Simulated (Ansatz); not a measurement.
MnO:

```xyz
2
Lattice="0.0000 2.2239 2.2239 2.2239 0.0000 2.2239 2.2239 2.2239 0.0000" Properties=species:S:1:pos:R:3 pbc="T T T"
Mn    0.0000    0.0000    0.0000
O     2.2239    2.2239    2.2239
```

The cell is a database's computed one.

* Program: Ansatz 0.2.0
* Task: relaxation of cell and atoms
* Functional: PBEsol
* Dispersion: D3(BJ)
* Potentials or basis: all-electron LAPW, scalar-relativistic
* Basis error allowed: 0.001 eV/atom
* k mesh: 10 × 10 × 10
* Occupations: fermi-dirac, width 0.05 eV
* Spin: collinear spin, ferromagnetic start
* Starting moments: [4.0, 0.0] μB

At the start: volume 11.00 Å³/atom.

Question: Where does the relaxation end?

Answer: Over 10 steps the energy falls by 15.5 meV/atom and the volume is 11.03 Å³/atom (+0.3 %); space group Fm-3m (No. 225, to 0.05 Å); moment 4.77 μB per cell.

The path:
```csv
step,energy change (eV),largest force (eV/Å),volume (Å³)
1,0.0000,0.0000,22.00
2,-0.0077,0.0000,22.39
3,-0.0119,0.0000,22.34
4,-0.0301,0.0000,22.05
5,-0.0305,0.0000,22.09
6,-0.0309,0.0000,22.08
7,-0.0310,0.0000,22.06
8,-0.0311,0.0000,22.07
9,-0.0311,0.0000,22.07
10,-0.0311,0.0000,22.07
```

Final structure:
```xyz
2
Lattice="0.0000 2.2262 2.2262 2.2262 0.0000 2.2262 2.2262 2.2262 0.0000" Properties=species:S:1:pos:R:3 pbc="T T T"
Mn    0.0000    0.0000    0.0000
O     2.2262    2.2262    2.2262
```

Caveat: a cell with one magnetic atom can't hold antiferromagnetic order, which such compounds often take.
